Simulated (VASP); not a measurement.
Set up this calculation in VASP 6.6.1, as the native input.

```
Task                   : relaxation of cell and atoms
Functional             : LDA
Potentials or basis    : VASP PAW LDA potentials, release 64 (Si)
Cutoff                 : 600 eV
k mesh                 : 12 × 12 × 12
Occupations            : gaussian, width 0.03 eV
Spin                   : no spin polarisation
Target pressure        : 15.8 GPa
Further INCAR settings : ALGO = Normal; EDIFF = 1e-06; IBRION = 2; EDIFFG = -0.01; NSW = 90; ISIF = 3
Target pressure        : 15.8 GPa
```

The structure of Si lies in POSCAR:

```
Si
1.0
   -2.2510000000      2.3685000000      1.2750000000
    2.2510000000     -2.3685000000      1.2750000000
    2.2510000000      2.3685000000     -1.2750000000
Si
2
Direct
    0.8070000000      0.0570000000      0.7500000000
    0.1930000000      0.9430000000      0.2500000000
```

This isn't the form of Si at room conditions, which is diamond.

These files were run (other wordings do the same):

INCAR

```
PREC = Accurate
ENCUT = 600
EDIFF = 1E-6
ISMEAR = 0
SIGMA = 0.03
LREAL = F
LASPH = T
NELM = 80
ALGO = Normal
ISIF = 3
LWAVE = F
LCHARG = F
IBRION = 2
NSW = 90
EDIFFG = -0.01
PSTRESS = 158.0
```

KPOINTS

```
regular mesh
0
Gamma
  12 12 12
```

Potentials or basis: VASP PAW LDA potentials, release 64 (Si).

Launch:

```bash
$ cat potpaw_LDA.64/Si/POTCAR > POTCAR
$ mpirun -np 1 vasp_std > vasp.out
```

Results of the run:

* Relaxed volume: 13.18 Å³/atom
* Relaxed cell: a = 3.484 Å, b = 3.484 Å, c = 3.484 Å, α = 100.54°, β = 94.23°, γ = 138.02°
* Space group after relaxing (to 0.05 Å): Imma (No. 74)
* Energy change on relaxing (the enthalpy is what falls): +31.8 meV/atom
* Ionic steps: 14
* Pressure after relaxing: 15.8 GPa
* Largest force after relaxing: 0.009 eV/Å
* Band gap on the k mesh: none (metal or under the smearing width)

Caveat: the cell is relaxed towards a set pressure, so the enthalpy falls and the energy may rise.

Run time: 2.9 min on 1 thread of Intel(R) Xeon(R) 6975P-C (Granite Rapids), on a shared host, peak memory 0.17 GiB.
